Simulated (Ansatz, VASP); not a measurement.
# SiC (Moissanite 3C): VASP beside Ansatz

Contents of INCAR:

```
SYSTEM = SiC
PREC = Accurate
ENCUT = 520
EDIFF = 1E-7
ISMEAR = 0
SIGMA = 0.01
LREAL = .False.
LASPH = .True.
NELM = 60
ALGO = Normal
ISIF = 2
LWAVE = .False.
LCHARG = .False.
GGA = PE
NBANDS = 11
```

KPOINTS

```
Automatic mesh
0
Gamma
  11 11 11
  0 0 0
```

Contents of POSCAR:

```
SiC
1.0
    0.0000000000      2.1790000000      2.1790000000
    2.1790000000      0.0000000000      2.1790000000
    2.1790000000      2.1790000000      0.0000000000
Si C
1 1
Direct
    0.0000000000      0.0000000000      0.0000000000
    0.2500000000      0.2500000000      0.2500000000
```

Input for Ansatz:

```yaml
crystal:
  lattice:
    - [0.0, 2.179, 2.179]
    - [2.179, 0.0, 2.179]
    - [2.179, 2.179, 0.0]
  atoms:
    - { symbol: Si, position: [0.0, 0.0, 0.0] }
    - { symbol: C, position: [0.25, 0.25, 0.25] }
accuracy: medium
kpoints:
  mp_grid:
    grid: [11, 11, 11]
hamiltonian:
  xc: pbe
  pseudopotentials:
    kind: paw
scf:
  mixing:
    algorithm: msr1
    beta: 0.2
    ndim: 4
  occupations:
    method: fixed
  initial_density:
    normalization: cell
output:
  eigenvalues: true
```

Alike in both runs: task single point; functional PBE; k mesh 11 × 11 × 11; no spin polarisation.

|  | VASP | Ansatz |
| --- | --- | --- |
| version | VASP 6.6.1 | Ansatz 0.2.0 |
| potentials or method | VASP PAW PBE potentials, release 64 (Si, C) | plane waves, PAW |
| plane-wave cutoff (eV) | 520 | 420 |
| occupations | gaussian, width 0.01 eV | fixed |
| valence electrons in the cell | 8 | 8 |

|  | VASP | Ansatz | Ansatz less VASP |
| --- | --- | --- | --- |
| gap on the k mesh at the Fermi level (eV) | 1.45 | 1.46 | +0.002 |

Caveats: an odd mesh through Γ misses points on the zone boundary, where band edges often lie. Expect the measured gap to be larger: semilocal functionals such as PBE lack the derivative discontinuity.
